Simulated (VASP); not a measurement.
## Ge: equation of state with PBEsol

The system is Ge.

```
Ge
1.0
     1.34339   -2.64746    0.00000
     1.34339    2.64746    0.00000
     0.00000    0.00000    2.61626
Ge
1
Direct
  0.50000 0.50000 0.00000
```

This isn't the form of Ge at room conditions, which is diamond.

* Program: VASP 6.6.1
* Task: equation of state
* Functional: PBEsol
* Potentials or basis: VASP PAW PBE potentials, release 64 (Ge_d)
* Cutoff: 520 eV
* k mesh: 10 × 10 × 8
* Occupations: fermi-dirac, width 0.05 eV
* Spin: no spin polarisation
* Ladder: gaps
* Further INCAR settings: ALGO = Fast; EDIFF = 1e-06

The equilibrium volume is 18.62 Å³/atom, the bulk modulus at fixed shape and positions is 75 GPa and the pressure derivative of the bulk modulus is 3.4 (rough: it moves with the points fitted).

Energy against volume, from the lowest point:
| volume (Å³/atom) | energy (meV/atom) |
| --- | --- |
| 17.865 | 7.56 |
| 18.238 | 1.88 |
| 18.610 | 0.00 |
| 18.982 | 1.60 |
| 19.354 | 6.38 |

All runs of the series together: 64 s on 1 thread of Intel(R) Xeon(R) Platinum 8488C (Sapphire Rapids) (shared host).

Caveat: the fit is doubtful: noisy points or a state that changes with volume; the cell was scaled at fixed shape and fractional positions, which overstates the stiffness of a crystal with free parameters, most of all of layers and chains; the PAW data sets were made with another functional, which shifts forces and pressure a little.
